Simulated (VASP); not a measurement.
Write the native input for VASP 6.6.1 that does the following.

* Task: band structure
* Functional: revPBE
* Potentials or basis: VASP PAW PBE potentials, release 64 (Cd, O)
* Cutoff: 520 eV
* k mesh: 10 × 10 × 10
* Occupations: fermi-dirac, width 0.05 eV
* Spin: no spin polarisation
* Further INCAR settings: ALGO = Normal; EDIFF = 1e-07

The structure of CdO (Monteponite) lies in POSCAR:

```
CdO
1.0
    0.0000000000      2.3495000000      2.3495000000
    2.3495000000      0.0000000000      2.3495000000
    2.3495000000      2.3495000000      0.0000000000
Cd O
1 1
Direct
    0.0000000000      0.0000000000      0.0000000000
    0.5000000000      0.5000000000      0.5000000000
```

These files were run (other wordings do the same):

INCAR

```
SYSTEM = CdO
PREC     = Accurate       ! precision mode
ENCUT    = 520            ! plane-wave cutoff, eV
EDIFF    = 1E-7           ! SCF threshold, eV
ISMEAR   = -1             ! smearing method
SIGMA    = 0.05           ! smearing width, eV
LREAL    = .False.        ! projectors in reciprocal space
LASPH    = .True.         ! aspherical terms in the spheres
NELM     = 100            ! most SCF steps
ALGO     = Normal         ! electronic algorithm
ISIF     = 2              ! what is computed and relaxed
LWAVE    = .False.        ! write WAVECAR
LCHARG   = .False.        ! write CHGCAR
GGA      = RE             ! functional
```

KPOINTS

```
regular mesh
0
Gamma
  10 10 10
  0 0 0
```

KPOINTS_OPT

```
path GXWKGLUWLK,UX
10
line-mode
reciprocal
 0.0000000000  0.0000000000  0.0000000000  G
 0.5000000000  0.0000000000  0.5000000000  X

 0.5000000000  0.0000000000  0.5000000000  X
 0.5000000000  0.2500000000  0.7500000000  W

 0.5000000000  0.2500000000  0.7500000000  W
 0.3750000000  0.3750000000  0.7500000000  K

 0.3750000000  0.3750000000  0.7500000000  K
 0.0000000000  0.0000000000  0.0000000000  G

 0.0000000000  0.0000000000  0.0000000000  G
 0.5000000000  0.5000000000  0.5000000000  L

 0.5000000000  0.5000000000  0.5000000000  L
 0.6250000000  0.2500000000  0.6250000000  U

 0.6250000000  0.2500000000  0.6250000000  U
 0.5000000000  0.2500000000  0.7500000000  W

 0.5000000000  0.2500000000  0.7500000000  W
 0.5000000000  0.5000000000  0.5000000000  L

 0.5000000000  0.5000000000  0.5000000000  L
 0.3750000000  0.3750000000  0.7500000000  K

 0.6250000000  0.2500000000  0.6250000000  U
 0.5000000000  0.0000000000  0.5000000000  X
```

Potentials or basis: VASP PAW PBE potentials, release 64 (Cd, O).

Run with:

```console
$ cat potpaw_PBE.64/Cd/POTCAR potpaw_PBE.64/O/POTCAR > POTCAR
$ mpirun -np 1 vasp_std > vasp.out
```

Results of the run:

- Pressure: 10.9 GPa
- Band gap along the path: none (metal or under the smearing width)

Caveat: the PAW data sets were made with another functional, which shifts forces and pressure a little; this crystal is a semiconductor, whose small gap the functional closes, so the metal is an error of the method.

Run time: 90 s on 1 thread of Intel(R) Xeon(R) Platinum 8175M CPU @ 2.50GHz (Skylake/Cascade Lake), on a shared host, peak memory 0.17 GiB.
